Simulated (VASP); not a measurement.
A run of VASP 6.6.1 is set up as follows.

Contents of INCAR:

```
PREC     = Accurate       # precision mode
ENCUT    = 600            # plane-wave cutoff, eV
EDIFF    = 1E-6           # SCF threshold, eV
ISMEAR   = -1             # smearing method
SIGMA    = 0.05           # smearing width, eV
LREAL    = False          # projectors in reciprocal space
LASPH    = True           # aspherical terms in the spheres
NELM     = 100            # most SCF steps
ALGO     = Normal         # electronic algorithm
ISIF     = 3              # what is computed and relaxed
LWAVE    = False          # write WAVECAR
LCHARG   = False          # write CHGCAR
GGA      = B5             # functional
ALDAX    = 1.0          
AGGAX    = 1.0          
AGGAC    = 1.0          
ALDAC    = 0.0          
IVDW     = 11             # dispersion correction
VDW_S6   = 1.0          
VDW_S8   = 1.682        
VDW_SR   = 1.094        
VDW_SR8  = 1.0          
IBRION   = 2              # ionic algorithm
NSW      = 60             # ionic steps
EDIFFG   = -0.005         # ionic threshold
```

The input KPOINTS:

```
regular mesh
0
Gamma
  11 11 11
```

The input POSCAR:

```
LiF
1.0
    0.0000000000      2.0140000000      2.0140000000
    2.0140000000      0.0000000000      2.0140000000
    2.0140000000      2.0140000000      0.0000000000
F Li
1 1
Direct
    0.5000000000      0.5000000000      0.5000000000
    0.0000000000      0.0000000000      0.0000000000
```

Potentials or basis: VASP PAW PBE potentials, release 64 (F, Li_sv).

Run with:

```console
$ cat potpaw_PBE.64/F/POTCAR potpaw_PBE.64/Li_sv/POTCAR > POTCAR
$ mpirun -np 1 vasp_std > vasp.out
```

(1) Estimate the relaxed cell.

(2) Predict the space group after relaxing (to 0.05 Å).

(3) Predict the relaxed volume.

(4) Estimate the dispersion energy per atom.

Answers

(1) a = 2.785 Å, b = 2.785 Å, c = 2.785 Å, α = 60.00°, β = 60.00°, γ = 60.00°.

(2) Fm-3m (No. 225).

(3) 7.64 Å³/atom.

(4) -0.281 eV.

Caveat: the cutoff is under 1.25 times the usual one of these potentials, so pressure, stress and relaxed cells hold a basis-set (Pulay) error; the PAW data sets were made with another functional, which shifts forces and pressure a little.
